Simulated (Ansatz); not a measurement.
## Pt: equation of state with PBEsol

Crystal: Pt.

```xyz
1
Lattice="-1.5842 1.5842 1.5842 1.5842 -1.5842 1.5842 1.5842 1.5842 -1.5842" Properties=species:S:1:pos:R:3 pbc="T T T"
Pt    0.0000    0.0000    0.0000
```

This isn't the form of Pt at room conditions, which is fcc.

- Program: Ansatz 0.2.0
- Task: equation of state
- Functional: PBEsol
- Potentials or basis: Ansatz PAW
- Cutoff: 420 eV
- Density cutoff: 1680 eV
- k mesh: 12 × 12 × 12
- Occupations: fermi-dirac, width 0.05 eV
- Spin: no spin polarisation

| Property | Result |
| --- | --- |
| Equilibrium volume | 15.20 Å³/atom |
| Bulk modulus | 278 GPa |
| Pressure derivative of the bulk modulus | 5.4 |

Energy against volume, from the lowest point:
```csv
volume (Å³/atom),energy (meV/atom)
14.950,3.26
15.268,0.00
15.586,7.96
15.904,25.73
16.222,52.06
16.540,85.89
16.858,126.23
```

All runs of the series together: 21 s on 2 threads of Intel(R) Xeon(R) Processor @ 2.50GHz (Skylake/Cascade Lake) (shared host).

The run has no spin-orbit coupling, so splittings on Pt are missing.
